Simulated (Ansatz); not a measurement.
## A run on TiCo3 that went wrong

Someone meant to compute TiCo3 with r2SCAN, plane waves and PAW in Ansatz and wrote this input.

```yaml
crystal:
  lattice:
    - [3.614, 0.0, 0.0]
    - [0.0, 3.614, 0.0]
    - [0.0, 0.0, 3.614]
  atoms:
    - { symbol: Ti, position: [0.0, 0.0, 0.0] }
    - { symbol: Co, position: [0.0, 0.5, 0.5] }
    - { symbol: Co, position: [0.5, 0.0, 0.5] }
    - { symbol: Co, position: [0.5, 0.5, 0.0] }
basis:
  ecutwfc: 500
kpoints:
  mp_grid: { grid: [12, 12, 12] }
hamiltonian:
  xc: r2scan
scf:
  occupations: { method: gaussian, width: 0.1 }
output:
  forces: true
  stress: true
  eigenvalues: true
```

Command:

```bash
ansatz run input.yaml --threads 1 --pin off --max-ram 2560MiB --backend cpu --events-out ev --progress --plain --runs-dir out
```

The program printed (HF is the Harris–Foulkes energy, dr2 the density residual in eV):

```text
Pseudopotential: Co, paw, valence charge 17, recommended cutoff 500 eV (meta_gga)
Crystal: 4 atoms, lattice volume = 47.202 Å³
Basis set: ecut = 500 eV, 1213 PW (Γ), exchange–correlation on 108×108×108 points (64 copies of the dense FFT grid, shifted against one another)
Bands: 38, of which v1, the nominal top of the filled ones, is band 32 counted from 1 (31 counted from 0)
Symmetry: 48 space group operations
Space group: Pm-3m (ITA 221), of the structure as read, at distance tolerance 3.6e-5 Å
k-points: 84 of 1728
PAW frozen core: Ti, regenerated for the run's functional (the file was generated under x = pbe(κ = 0.804, μ = 0.2195), c = pbe(β = 0.0667))
PAW frozen core: Co, regenerated for the run's functional (the file was generated under x = pbe(κ = 0.804, μ = 0.2195), c = pbe(β = 0.0667))
Initial density: superposition of atomic densities, corrected by the library's trained network
SCF iter   1: HF=-17899.071929 eV  Δρ=4.14e-2  dr2=8.53e-1  dr2_τ=1.06e-1
SCF iter   2: HF=-17899.231180 eV  Δρ=4.90e-2  dr2=8.80e-1  dr2_τ=3.25e-2
SCF iter   3: HF=-17899.164283 eV  Δρ=8.81e-3  dr2=2.57e-2  dr2_τ=1.57e-3
SCF iter   4: HF=-17899.166045 eV  Δρ=5.71e-3  dr2=9.26e-3  dr2_τ=3.84e-4
   ...
SCF iter   7: HF=-17899.167066 eV  Δρ=3.11e-4  dr2=4.18e-5  dr2_τ=8.34e-7
SCF iter   8: HF=-17899.167065 eV  Δρ=4.62e-5  dr2=1.17e-6  dr2_τ=2.93e-8
SCF iter   9: F=-17899.167065 eV  HF=-17899.167065 eV  Δρ=1.37e-5  dr2=6.30e-8  dr2_τ=2.54e-9
SCF 1 converged in 9 iterations: F = -17899.167065 eV  dr2 = 6.30e-8
SCF converged after 9 iterations
Free energy (F): -17899.167065 eV
E sigma→0 (E₀):  -17899.156435 eV
Entropy (-TS):   -0.021259 eV (-5.315 meV/atom)
Fermi energy:    17.315784 eV
--- Forces (eV/Å), atoms counted from 1 ---
  atom   1  Ti    -0.00000000     0.00000000    -0.00000000
  atom   2  Co     0.00000000    -0.00000000     0.00000000
  atom   3  Co     0.00000000    -0.00000000    -0.00000000
  atom   4  Co    -0.00000000    -0.00000000    -0.00000000
--- Stress (GPa, compression-positive) ---
      -12.919889      -0.000000       0.000000
        0.000000     -12.919889       0.000000
        0.000000       0.000000     -12.919889
  P = ⅓ Tr σ = -12.9199 GPa (-129.199 kbar)
```

Question: Which fault does the input hold?
A. An atom listed twice
B. No spin polarisation on a magnet
C. A smearing wider than the gap allows
D. An atom left out of the cell, with fixed occupations
E. An unconverged density accepted at the iteration limit

Answer: B. Without spin the run can't find the magnetic state. The cure is spin polarisation with moments.

Fix:

```diff
 crystal:
   atoms:
-    - { symbol: Ti, position: [0.0, 0.0, 0.0] }
-    - { symbol: Co, position: [0.0, 0.5, 0.5] }
-    - { symbol: Co, position: [0.5, 0.0, 0.5] }
-    - { symbol: Co, position: [0.5, 0.5, 0.0] }
+    - { symbol: Ti, position: [0.0, 0.0, 0.0], spin: -0.76 }
+    - { symbol: Co, position: [0.0, 0.5, 0.5], spin: 1.46 }
+    - { symbol: Co, position: [0.5, 0.0, 0.5], spin: 1.46 }
+    - { symbol: Co, position: [0.5, 0.5, 0.0], spin: 1.46 }
+magnetization:
+  spin_polarized: true
```

The mended run converges, with a pressure of -4.27 GPa, no gap, site moments (μB) Ti -0.68, Co +1.35 (×3). The faulty run's energy lay 132 meV per atom higher.

Time of the mended run: 88 s on 1 thread of Oxide Virtual Turin-like Processor (Zen 5), on a shared host, peak memory 0.75 GiB.